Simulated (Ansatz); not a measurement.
Theory: DFT PBE, scalar-relativistic, plane waves, PAW in Ansatz. All cells share a 420 eV cutoff and Γ-centred k meshes spaced at most about 0.3 Å⁻¹ (about 0.25 or finer for metals, 2π included). No spin polarisation.

Energies count from the standard state of Au at the same level.

All energies are static (0 K, no zero-point motion). Only the structures computed here compete, so a lower one can exist. These runs have no spin–orbit coupling, which can matter for Au.

A search for Au sheets gave 4 distinct relaxed structures. All are two-dimensional sheets, periodic along a and b, with vacuum along c. Coordination counts all near atoms (those within 1.25 times the shortest distance at each site). Cells relaxed within their symmetry can be saddle points.

Q: What is the best candidate for Au?

A: The one with layer group p6/mmm (No. 80), reached from: random sheet. It has a = 4.749 Å, b = 4.749 Å, γ = 120.0°, thickness 0.00 Å between the outermost nuclei, 6.5 Å²/atom, no gap on the mesh. Au at height 0.00 Å has 6 Au at 2.74 Å. Its energy over the standard state is +0.27 eV/atom. So it is a metastable form at best.

```cif
data_structure
_symmetry_space_group_name_H-M 'P 1'
_symmetry_Int_Tables_number 1
_cell_length_a 4.7487
_cell_length_b 4.7487
_cell_length_c 24.6424
_cell_angle_alpha 90.000
_cell_angle_beta 90.000
_cell_angle_gamma 120.000
_cell_volume 481.24
loop_
_atom_site_label
_atom_site_type_symbol
_atom_site_fract_x
_atom_site_fract_y
_atom_site_fract_z
_atom_site_occupancy
Au1 Au 0.33333 0.66667 0.30435 1
Au2 Au 0.66667 0.33333 0.30435 1
Au3 Au 0.00000 0.00000 0.30435 1
```

Q: How much higher is the p6/mmm structure with 8.7 Å²/atom and coordination Au 3 (reached from: random sheet)?

A: 0.65 eV/atom. It has no gap on its mesh.

Q: How much higher is the p4/mmm structure with 7.1 Å²/atom and coordination Au 4 (reached from: random sheet)?

A: 0.31 eV/atom. It has no gap on its mesh.
